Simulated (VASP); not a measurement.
CdTe: relaxation of cell and atoms with RPBE

The system is CdTe.

```
CELL_PARAMETERS angstrom
0.00000 3.28211 3.28211
3.28211 0.00000 3.28211
3.28211 3.28211 0.00000
ATOMIC_POSITIONS crystal
Cd 0.00000 0.00000 0.00000
Te 0.75000 0.75000 0.75000
```

The cell is a database's computed one.

| Property | Result |
| --- | --- |
| Program | VASP 6.6.1 |
| Task | relaxation of cell and atoms |
| Functional | RPBE |
| Potentials or basis | VASP PAW PBE potentials, release 64 (Cd, Te) |
| Cutoff | 600 eV |
| k mesh | 10 × 10 × 10 |
| Occupations | gaussian, width 0.02 eV |
| Spin | no spin polarisation |
| Further INCAR settings | ALGO = Normal; EDIFF = 1e-07; IBRION = 2; EDIFFG = -0.005; NSW = 90; ISIF = 3 |

```
Relaxed volume                         : 37.97 Å³/atom
Relaxed cell                           : a = 4.753 Å, b = 4.753 Å, c = 4.753 Å, α = 60.00°, β = 60.00°, γ = 60.00°
Space group after relaxing (to 0.05 Å) : F-43m (No. 216)
Energy gained by relaxing              : 19.6 meV/atom
Ionic steps                            : 3
Pressure after relaxing                : 0.0 GPa
Band gap on the k mesh                 : 0.59 eV, direct
```

The path:
```csv
step,energy change (eV),largest force (eV/Å),pressure (GPa),volume (Å³)
1,0.0000,0.0000,2.57,70.71
2,-0.0386,0.0000,-0.27,76.67
3,-0.0392,0.0000,0.01,75.95
```

Final structure:
```
CELL_PARAMETERS angstrom
0.00000 3.36117 3.36117
3.36117 0.00000 3.36117
3.36117 3.36117 0.00000
ATOMIC_POSITIONS crystal
Cd 0.00000 0.00000 0.00000
Te 0.75000 0.75000 0.75000
```

Levels at points of the mesh, in eV from the valence-band top:
```
           k point  band 5  band 6  band 7  band 8  band 9  band 10  band 11  band 12  band 13
(0.00, 0.00, 0.00)   -7.80   -7.80    0.00    0.00    0.00     0.59     4.72     4.72     4.72
(0.50, 0.00, 0.00)   -7.79   -7.52   -3.79   -0.62   -0.62     1.82     5.29     5.29     7.15
(0.50, 0.50, 0.00)   -7.77   -7.41   -3.76   -1.50   -1.50     2.75     3.01     8.48     8.66
```

It took 100 s on 1 thread of AMD EPYC 9R14 (Zen 4), on a shared host, peak memory 0.24 GiB.

Caveat: the PAW data sets were made with another functional, which shifts forces and pressure a little; spin-orbit coupling is left out, which moves the levels of the heavy elements. A hybrid or GW would open this gap; RPBE tends to underestimate it.
